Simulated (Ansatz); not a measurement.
# C, space group Fmmm: a phonon calculation by linear response

Program: Ansatz 0.2.0 through its Python package.

Run as a notebook:

**Cell 1**
```python
from pathlib import Path

import ansatz as az
import numpy as np
```

**Cell 2**
```python
FUNCTIONAL = 'pbesol'
OCCUPATIONS = 'fermi_dirac'
KGRID = (16, 16, 16)
```

**Cell 3**
```python
crystal = (
    az.Lattice.of([0.0, 2.127, 3.348], [1.228, 0.0, 3.348], [1.228, 2.127, 0.0])
    .atom('C', [1 / 6, 5 / 6, 1 / 6])
    .atom('C', [5 / 6, 1 / 6, 5 / 6])
)
```

**Cell 4**
```python
calc = (
    crystal.calculation()
    .functional(FUNCTIONAL)
    .basis(10 * az.Ha)
    .occupations(OCCUPATIONS)
    .mixing('anderson')
    .scf(lower_state_search='standard')
    .kpoints(*KGRID)
    .phonons('dfpt', points=[(0, 0, 0), (0, 0, 0.5), (0.5, 0.5, 0.5)])
)
res = calc.run(threads=1, backend='cpu', runs_dir='runs')
ph = res.phonons

for q in ph.qpoints:
    print('q =', np.round(q.q_frac, 3), '1/cm:', ' '.join(f'{w:.1f}' for w in q.omega_inv_cm))
```
Output:
```text
DeckWarning: basis.ecutwfc = 272.11386245988 eV is below the records' recommended 420 eV, and the density's cutoff is lower with it unless basis.ecutrho_ratio is high enough to keep the records' density cutoff: compare with a run at a higher cutoff
q = [0. 0. 0.] 1/cm: -0.0 -0.0 0.0 844.4 1605.1 1605.4
q = [0.  0.  0.5] 1/cm: 462.6 606.9 608.3 1344.6 1390.8 1453.3
q = [0.5 0.5 0.5] 1/cm: 462.6 606.9 608.3 1344.6 1390.8 1453.3
```

Notes:
- These settings explore the input space; cutoff and mesh may be short of convergence.
- The cutoff lies under the one recommended for these potentials.
- The cell isn't relaxed first, so the values belong to this volume.
- This isn't the structure that C takes at ambient conditions.
- Warnings are shown shortened and without file and line.
- The structure is taken as given; imaginary modes can come from an unrelaxed or unstable start. Phonons of metals also depend on mesh and smearing.
- Hardware and time: 2.7 min on 1 thread of Intel(R) Xeon(R) Platinum 8259CL CPU @ 2.50GHz (Skylake/Cascade Lake) (shared host), peak memory 0.88 GiB.
